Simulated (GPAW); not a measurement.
Runs of GPAW 26.7.0 on GaN. Symmetry: P6_3mc, No. 186, hexagonal system. The conventional cell has a = 3.180 Å, b = 3.180 Å, c = 5.166 Å, α = 90.00°, β = 90.00°, γ = 120.00°. Ga (site symmetry 3m) is surrounded by 4 N at 1.94 to 1.95 Å. N (site symmetry 3m) has 4 Ga at 1.94 to 1.95 Å as nearest neighbours. 

| task | level | potentials or basis | cell | k mesh | cutoff (eV) | smearing | maxiter | band path | band points | response ecut | frequency | mesh quality | gap on the mesh (eV) | pressure (GPa) | largest force (eV/Å) |
| --- | --- | --- | --- | --- | --- | --- | --- | --- | --- | --- | --- | --- | --- | --- | --- |
| band structure | LDA | the program's PAW data sets (release 1.2.1) made for this functional, pw | as given | 10 × 10 × 5 | 800 | fermi-dirac 0.05 eV | 150 | GMKGALHA,LM,KH | 80 | - | - | not flagged | 2.12 | 3.3 | 0.17 |
| single point | PBE | GPAW PAW data sets (gpaw-data 1.2.1), pw | as given | 10 × 10 × 5 | 800 | gaussian 0.011 eV | 150 | - | - | - | - | not flagged | 2.09 | 15.3 | 0.18 |
| band structure | PBE | GPAW PAW data sets (gpaw-data 1.2.1), pw | as given | 10 × 10 × 5 | 800 | fermi-dirac 0.05 eV | 150 | GMKGALHA,LM,KH | 60 | - | - | not flagged | 2.09 | 15.3 | 0.18 |
| single point | LDA | the program's PAW data sets (release 1.2.1) made for this functional, pw | as given | 8 × 8 × 4 | 650 | fermi-dirac 0.05 eV | 120 | - | - | - | - | not flagged | (b) | 0.1 | 0.17 |
| relaxation of cell and atoms | PBE | GPAW PAW data sets (gpaw-data 1.2.1), pw | relaxed | 10 × 10 × 5 | 800 | fermi-dirac 0.05 eV | 150 | - | - | - | - | not flagged | (a) | -0.1 | 0.01 |

Alike in all rows: no spin polarisation.

Question: Estimate the missing entries.

Answer: (a) 1.61; (b) 2.11.

Caveats: so large a pressure means that the cell lies far from this level's equilibrium, or that cutoff or potentials fall short (some runs); the cutoff is short for stress and forces, so pressures can be off by a GPa or more (some runs); later steps reuse the first step's grids (some runs).

A k mesh can miss the band edges, and the runs leave out spin-orbit coupling on Ga.
